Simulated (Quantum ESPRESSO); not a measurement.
BN: zone-centre phonons and dielectric response under several settings

```
N B
1.0
     2.49824    0.00000    0.00000
    -1.24912    2.16354    0.00000
     0.00000    0.00000    6.63570
N B
2 2
Direct
  0.66667 0.33333 0.25000
  0.33333 0.66667 0.75000
  0.66667 0.33333 0.75000
  0.33333 0.66667 0.25000
```

All runs used Quantum ESPRESSO 7.5; k mesh 8 × 8 × 2, shifted; given cell, atoms relaxed; no spin polarisation; occupations smeared at first, fixed for the response.

```tsv
level	potentials	cutoff (eV)	lowest optical mode without the field (cm⁻¹)	highest optical mode without the field (cm⁻¹)	ε∞ (mean)	ε0 (mean)	Born charge of atom 1 (e)	sum of the Born charges (e)
LDA	PseudoDojo 0.4.1 SR LDA standard	1143	?	?	?	?	?	?
PBE	SPMS 1.0 PBE	857	46	1371	4.02	5.3	-2.05	0.00
```

What stands in the row left open?

Lowest optical mode without the field 45 cm⁻¹; highest optical mode without the field 1366 cm⁻¹; ε∞ 4.10; ε0 5.4; Born charge of atom 1 -2.06 e; sum of the Born charges 0.01 e.

Caveats: all runs use coarse meshes; the cutoff lies well under what these potentials need, so the values aren't converged (some runs).

For the row left open. Caveat: the k mesh is coarse (spacing up to 0.47 Å⁻¹), so the values aren't converged; the mesh is thin for the dielectric tensor, Born charges and intensities, which usually come out too large.
